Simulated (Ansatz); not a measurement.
# C in Ansatz: the effect of functional

Crystal: C.

```
C
1.0
     2.12732   -1.22828    0.00000
     2.12732    1.22828    0.00000
    -1.37907    0.00000    3.50283
C
2
Direct
  0.16664 0.16664 0.99991
  0.83336 0.83336 0.00009
```

This is a stacking variant of graphite.

Alike in all runs:

```yaml
Program: Ansatz 0.2.0
Task: single point
Potentials_or_basis: all-electron PAW datasets made for the crystal
k_mesh: 8 × 8 × 4
Occupations: fermi-dirac, width 0.05 eV
Spin: no spin polarisation
```

| functional | cutoff | gap on the mesh (eV) | pressure (GPa) |
| --- | --- | --- | --- |
| PBE | 600 eV (chosen from the basis error) | ? | ? |
| HSE06 | 670 eV (chosen from the basis error) | 2.07 | -1.9 |
| PBE0 | 670 eV (chosen from the basis error) | 2.63 | -2.1 |

**Question.** What does the run with functional PBE give?

**Answer.** gap on the mesh 1.68 eV; pressure 3.7 GPa.

Caveats: all runs use coarse meshes; this functional lacks dispersion, which binds the layers, so the pressure and a relaxed spacing across them are unreliable.

A k mesh can miss the band edges.
